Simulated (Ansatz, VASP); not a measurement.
**Re: VASP beside Ansatz**

INCAR

```
PREC = Accurate
ENCUT = 520
EDIFF = 1E-6
ISMEAR = -1
SIGMA = 0.1
LREAL = False
LASPH = True
NELM = 80
ALGO = Normal
ISIF = 2
LWAVE = False
LCHARG = False
GGA = PS
NBANDS = 10
```

Contents of KPOINTS:

```
regular mesh
0
Gamma
  14 14 14
```

POSCAR

```
Re
1.0
    2.5541110586      0.0000000000      0.0000000000
    0.0000000000      2.5541110586      0.0000000000
    0.0000000000      0.0000000000      2.5541110586
Re
1
Direct
    0.0000000000      0.0000000000      0.0000000000
```

Input for Ansatz:

```yaml
crystal:
  lattice:
    - [2.5541110586, 0.0, 0.0]
    - [0.0, 2.5541110586, 0.0]
    - [0.0, 0.0, 2.5541110586]
  atoms:
    - { symbol: Re, position: [0.0, 0.0, 0.0] }
hamiltonian:
  xc: pbesol
  pseudopotentials:
    kind: paw
    azcp:
      Re: "pseudopotentials/Re.paw.azcp"
basis:
  ecutwfc: 420
  fft_grid_basis: typed
kpoints:
  mp_grid: { grid: [14, 14, 14], shift: [0, 0, 0] }
magnetization:
  spin_polarized: false
scf:
  occupations: { method: fermi_dirac, width: 0.1 }
  lower_state_search: "off"
output:
  stress: true
```

Alike in both runs: task single point; functional PBEsol; k mesh 14 × 14 × 14; occupations fermi-dirac, width 0.1 eV; no spin polarisation.

|  | VASP | Ansatz |
| --- | --- | --- |
| version | VASP 6.6.1 | Ansatz 0.2.0 |
| potentials or method | VASP PAW PBE potentials, release 64 (Re) | plane waves (420 eV) with PAW, scalar-relativistic |
| plane-wave cutoff (eV) | 520 | 420 |
| valence electrons in the cell | 7 | 15 |

```csv
,VASP,Ansatz,Ansatz less VASP
pressure (GPa),-1.4,-0.6,+0.80
```

The functional is the same, so the differences come from potentials, cutoffs and numerics. The two sets of potentials don't hold the same shells in valence. Ansatz warned: «pseudo_functional_mismatch».

Caveats: the PAW data sets were made with another functional, which shifts forces and pressure a little (VASP). The runs have no spin-orbit coupling, so splittings on Re are missing.
